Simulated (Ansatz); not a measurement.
Molecular dynamics on a 2×2×1 supercell (16 atoms) of GeSi (NiAs type), relaxed with r2SCAN. Forces come from PBE in Ansatz 0.2.0: a Nosé-Hoover thermostat at fixed volume, 1000 K, steps of 1.5 fs. Computed, non-magnetic; the trajectory is short and the cell small, so nothing here is a converged average. The structure comes from a prototype and may be hypothetical.

```yaml
crystal:
  lattice:
    - [7.3724875181, -1.0e-10, 0.0]
    - [-3.686243759, 6.3847614798, 0.0]
    - [0.0, 0.0, 6.1306785651]
  atoms:
    - { symbol: Ge, position: [0.0, 0.0, 0.0] }
    - { symbol: Ge, position: [0.0, 0.0, 0.5] }
    - { symbol: Si, position: [0.1666666667, 0.3333333333, 0.25] }
    - { symbol: Si, position: [0.3333333333, 0.1666666667, 0.75] }
    - { symbol: Ge, position: [0.0, 0.5, 0.0] }
    - { symbol: Ge, position: [0.0, 0.5, 0.5] }
    - { symbol: Si, position: [0.1666666667, 0.8333333333, 0.25] }
    - { symbol: Si, position: [0.3333333333, 0.6666666667, 0.75] }
    - { symbol: Ge, position: [0.5, 0.0, 0.0] }
    - { symbol: Ge, position: [0.5, 0.0, 0.5] }
    - { symbol: Si, position: [0.6666666667, 0.3333333333, 0.25] }
    - { symbol: Si, position: [0.8333333333, 0.1666666667, 0.75] }
    - { symbol: Ge, position: [0.5, 0.5, 0.0] }
    - { symbol: Ge, position: [0.5, 0.5, 0.5] }
    - { symbol: Si, position: [0.6666666667, 0.8333333333, 0.25] }
    - { symbol: Si, position: [0.8333333333, 0.6666666667, 0.75] }
kpoints:
  mp_grid: { grid: [3, 3, 3] }
hamiltonian:
  xc: pbe
scf:
  occupations: { method: fermi_dirac, width: 0.086 }
md:
  ensemble: nvt_nose_hoover
  temperature: 1000
  timestep: 1.5
  n_steps: 40
  initial_velocities: maxwell_boltzmann
  seed: 2924
```

Run as `ansatz run input.yaml --threads 4 --pin off --max-ram 3686MiB --backend cpu --events-out ev --progress --plain --runs-dir out`.

Question: It ran on 4 threads of Arm Neoverse V1, with other jobs on the host, load about 0.8 per core. About how long did it take, and what peak of host memory did it reach?

Answer: About 5.1 min, with a peak of 1.1 GiB.

```
step  t (fs)  T (K)  free energy F from step 0 (meV/atom)  kinetic energy (meV/atom)  largest force (eV/Å)
   0       0   1000                                   0.0                      121.2                  0.00
   1     1.5    998                                   0.3                      120.9                  0.11
   2       3    990                                   1.2                      120.0                  0.22
   3     4.5    978                                   2.7                      118.5                  0.34
   4       6    961                                   4.7                      116.5                  0.46
   5     7.5    940                                   7.3                      113.9                  0.59
   6       9    915                                  10.3                      110.9                  0.71
   7    10.5    886                                  13.9                      107.4                  0.83
   8      12    854                                  17.8                      103.5                  0.96
   9    13.5    819                                  22.0                       99.3                  1.08
  10      15    782                                  26.5                       94.8                  1.20
  11    16.5    744                                  31.1                       90.2                  1.31
  12      18    706                                  35.9                       85.5                  1.42
  13    19.5    667                                  40.6                       80.8                  1.52
  14      21    629                                  45.3                       76.3                  1.60
  15    22.5    593                                  49.7                       71.9                  1.68
  16      24    560                                  53.9                       67.8                  1.75
  17    25.5    529                                  57.7                       64.1                  1.80
  18      27    502                                  61.1                       60.8                  1.83
  19    28.5    479                                  64.0                       58.0                  1.85
  20      30    460                                  66.4                       55.7                  1.85
  21    31.5    446                                  68.2                       54.0                  1.83
  22      33    436                                  69.5                       52.8                  1.80
  23    34.5    431                                  70.3                       52.2                  1.75
  24      36    430                                  70.5                       52.1                  1.69
  25    37.5    433                                  70.3                       52.5                  1.61
  26      39    440                                  69.7                       53.3                  1.52
  27    40.5    450                                  68.7                       54.5                  1.42
  28      42    462                                  67.5                       56.0                  1.32
  29    43.5    476                                  66.1                       57.6                  1.21
  30      45    491                                  64.5                       59.5                  1.13
  31    46.5    506                                  62.9                       61.4                  1.09
  32      48    522                                  61.3                       63.3                  1.04
  33    49.5    538                                  59.8                       65.1                  1.00
  34      51    552                                  58.4                       66.9                  0.96
  35    52.5    565                                  57.2                       68.5                  0.92
  36      54    577                                  56.2                       69.9                  0.88
  37    55.5    587                                  55.4                       71.2                  0.84
  38      57    596                                  54.9                       72.2                  0.82
  39    58.5    603                                  54.5                       73.0                  0.88
  40      60    608                                  54.4                       73.7                  0.95
```

The temperature starts at 1000 K, is lowest at step 24 (430 K, 36 fs) and ends at 608 K. The thermostat hasn't had time to restore it. The atoms start on their lattice sites with kinetic energy alone, so much of it first passes into potential energy. By the last step the atoms have moved 0.27 Å in the root mean square, the drift of the whole cell taken out, 0.50 Å at most.

Positions (Å) and forces (eV/Å) at step 40:
```
Ge  -0.148  -0.180  -0.031     0.258   0.101   0.416
Ge   0.198   0.129   3.158     0.232  -0.440  -0.308
Si  -0.175   2.018   1.470     0.634   0.269   0.001
Si   1.689   1.287   5.041     0.195  -0.231  -0.369
Ge  -2.004   2.908  -0.164     0.198   0.272   0.565
Ge  -1.653   3.272   3.100    -0.339  -0.278  -0.478
Si  -1.785   5.194   1.517    -0.329   0.320  -0.377
Si  -0.006   4.116   4.802    -0.029   0.078  -0.237
Ge   3.771   0.008  -0.288    -0.578  -0.063   0.748
Ge   3.518   0.008   3.100    -0.448   0.118  -0.075
Si   3.634   1.990   1.531     0.057   0.401   0.084
Si   5.567   0.980   4.387    -0.015   0.062   0.041
Ge   1.964   3.551   0.092    -0.243  -0.555   0.433
Ge   1.873   3.189   3.077    -0.245  -0.187   0.098
Si   1.703   5.467   1.826     0.661  -0.147  -0.303
Si   3.741   4.186   4.515    -0.009   0.279  -0.239
```
